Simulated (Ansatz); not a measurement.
Wanted: the native input for an Ansatz 0.2.0 run.

* Task: single point
* Functional: HSE06 form with a typed share of exact exchange
* Potentials or basis: Ansatz PAW
* Cutoff: 420 eV (not typed: the program's choice for these potentials)
* k mesh: 5 × 5 × 5
* Occupations: fermi-dirac, width 0.05 eV
* Spin: no spin polarisation
* Screening (1/Å): 0.2
* Share of exact exchange: 0.15

The system is Sb.

```xyz
1
Lattice="0.0000 2.3712 2.3712 2.3712 0.0000 2.3712 2.3712 2.3712 0.0000" Properties=species:S:1:pos:R:3 pbc="T T T"
Sb    0.0000    0.0000    0.0000
```

This isn't the form of Sb at room conditions, which is rhombohedral.

The input as run:

input.yaml

```yaml
crystal:
  lattice:
    - [0.0, 2.3712425216, 2.3712425216]
    - [2.3712425216, 0.0, 2.3712425216]
    - [2.3712425216, 2.3712425216, 0.0]
  atoms:
    - { symbol: Sb, position: [0.0, 0.0, 0.0] }
hamiltonian:
  xc: { exchange: pbe, correlation: pbe, exx: { coeff: 0.15, omega: 0.2 } }
  pseudopotentials: { kind: paw }
kpoints:
  mp_grid: { grid: [5, 5, 5] }
scf:
  occupations: { method: fermi_dirac, width: 0.05 }
output:
  forces: true
  stress: true
  eigenvalues: true
  write_density: true
  write_potential: true
  elf: true
  volumetric_format: npy
```

Potentials or basis: Ansatz PAW.

Command:

```bash
$ ansatz run input.yaml --threads 2 --pin off --max-ram 5632MiB --backend cpu --events-out ev --progress --plain --runs-dir out
```

It gave:

The pressure is 0.6 GPa and the band gap on the k mesh is none (metal or under the smearing width).

Caveat: the k mesh is coarse (spacing up to 0.46 Å⁻¹), so the values aren't converged, least of all with exact exchange; the PAW data sets come from PBE, with cores solved anew for the run's functional, which leaves a small shift of forces and pressure; the thresholds are loose for stress.

Wall time 5.9 s on 2 threads of Intel(R) Xeon(R) 6975P-C (Granite Rapids), on a shared host, peak memory 0.58 GiB.
